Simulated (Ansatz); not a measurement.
**Rh: response to strain**

Rh is deformed so: xy engineering shear strain of -3 %. What stress and forces result, by LAPW, PAW and all-electron datasets made for the crystal?

Method: DFT PBE, scalar-relativistic, in Ansatz 0.2.0.

1 further run of the same task is left out (set aside as unsound or not needed).

## (1) The structure to begin with

Symmetry: Fm-3m, No. 225, cubic system. The conventional cell has a = 3.831 Å, b = 3.831 Å, c = 3.831 Å, α = 90.00°, β = 90.00°, γ = 90.00°. Rh (site symmetry m-3m) is surrounded by 12 Rh at 2.71 Å.

Structure file:

```xyz
1
Lattice="0.0000 1.9153 1.9153 1.9153 0.0000 1.9153 1.9153 1.9153 0.0000" Properties=species:S:1:pos:R:3 pbc="T T T"
Rh    0.0000    0.0000    0.0000
```

## (2) The deformed structure

Space group Fm-3m before, Immm after.

## (3) Full-potential LAPW

input.yaml reads:

```yaml
crystal:
  lattice:
    - [-0.0287293226, 1.9152881739, 1.9152881739]
    - [1.9152881739, -0.0287293226, 1.9152881739]
    - [1.8865588513, 1.8865588513, 0.0]
  atoms:
    - { symbol: Rh, position: [0.0, 0.0, 0.0] }
kpoints:
  mp_grid: { grid: [16, 16, 16] }
scf:
  occupations: { method: fermi_dirac, width: 0.05 }
hamiltonian:
  xc: pbe
  pseudopotentials: { kind: all_electron, lapw: { basis_error: 0.0005 } }
output:
  forces: true
  stress: true
  eigenvalues: true
```

## (4) PAW with frozen cores

input.yaml: that of step 3 with these lines changed.

```diff
@@ -13,3 +13,3 @@
   xc: pbe
-  pseudopotentials: { kind: all_electron, lapw: { basis_error: 0.0005 } }
+  pseudopotentials: { kind: paw }
 output:
@@ -18 +18,2 @@
   eigenvalues: true
+  efg: { contact_densities: true }
```

## (5) All-electron PAW on datasets made for the crystal

input.yaml: that of step 4 with these lines changed.

```diff
@@ -13,3 +13,3 @@
   xc: pbe
-  pseudopotentials: { kind: paw }
+  pseudopotentials: { kind: all_electron, datasets: crystal }
 output:
```

(Steps that only read results are left out.)

Before running it: what results should come out? Wanted: pressure; largest shear or deviatoric stress.

As calculated:

```
                                 quantity                                           value
                                 pressure  LAPW 0.25, PAW 0.29, crystal datasets 0.25 GPa
largest shear or deviatoric stress (LAPW)                                        5.56 GPa
```

In words: The largest part of the stress beyond the pressure is 5.56 GPa in size, in the xy component. No run of the undeformed cell stands beside it, so the pressure holds what the given cell had before the change. PAW: stress within 0.04 GPa of LAPW. Crystal datasets: stress within 0.01 GPa of LAPW.
